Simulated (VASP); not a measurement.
Si: equation of state with PBEsol

The system is Si.

```xyz
4
Lattice="3.8313 0.0000 0.0000 -1.9157 3.3180 0.0000 0.0000 0.0000 6.3326" Properties=species:S:1:pos:R:3 pbc="T T T"
Si    1.9157    1.1060    5.9336
Si    0.0000    2.2120    2.7673
Si    1.9157    1.1060    3.5653
Si    0.0000    2.2120    0.3990
```

This isn't the form of Si at room conditions, which is diamond.

```
Program             : VASP 6.6.1
Task                : equation of state
Functional          : PBEsol
Potentials or basis : VASP PAW PBE potentials, release 64 (Si)
Cutoff              : 520 eV
k mesh              : 8 × 8 × 4
Occupations         : fermi-dirac, width 0.05 eV
Spin                : no spin polarisation
```

```json
{"Equilibrium volume": "20.06 Å³/atom", "Bulk modulus at fixed shape and positions": "94 GPa", "Pressure derivative of the bulk modulus": "4.2"}
```

Energy against volume, from the lowest point:
| volume (Å³/atom) | energy (meV/atom) |
| --- | --- |
| 18.918 | 20.84 |
| 19.321 | 8.35 |
| 19.723 | 1.60 |
| 20.126 | 0.00 |
| 20.528 | 3.05 |
| 20.931 | 10.28 |
| 21.333 | 21.27 |

All runs of the series together: 100 s on 1 thread of Intel(R) Xeon(R) Platinum 8559C (Emerald Rapids), on a shared host.

Caveat: the cell was scaled at fixed shape and fractional positions, which overstates the stiffness of a crystal with free parameters, most of all of layers and chains; the PAW data sets were made with another functional, which shifts forces and pressure a little.
